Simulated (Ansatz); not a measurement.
Diamond Si (100), 4 layers, DFT, PBE, PAW with Ansatz's default frozen-core files, scalar-relativistic (Ansatz 0.2.0), on 1 thread of Intel(R) Xeon(R) Platinum 8375C CPU @ 2.90GHz (Ice Lake) (shared host).

Command: `ansatz run input.yaml --threads 1 --pin off --max-ram 3584MiB --backend cpu --events-out ev --progress --plain --runs-dir out`

```yaml
crystal:
  lattice:
    - [3.8685410222, 0.0, 0.0]
    - [0.0, 3.8685410222, 0.0]
    - [0.0, 0.0, 20.1032]
  atoms:
    - { symbol: Si, position: [0.0, 0.25, 0.3979464119] }
    - { symbol: Si, position: [0.5, 0.25, 0.4659821373] }
    - { symbol: Si, position: [0.5, 0.75, 0.5340178627] }
    - { symbol: Si, position: [0.0, 0.75, 0.6020535881] }
kpoints:
  mp_grid: { grid: [7, 7, 1] }
scf:
  occupations: { method: fermi_dirac, width: 0.02 }
hamiltonian:
  xc: pbe
  pseudopotentials: { kind: paw }
output:
  forces: true
  stress: true
  eigenvalues: true
relax:
  f_tol: 0.01
  max_steps: 40
efield:
  axis: 3
  amplitude: 0
  dipole_correction: true
```

Question: How large is the problem that the program sets up?

Answer: 16 irreducible k-points, 5923 plane waves at Γ, 12 bands.

Question: About how long does it take?

Answer: 19 s of wall time for 20 SCF iterations over 4 geometries. Times on shared machines scatter by tens of per cent.
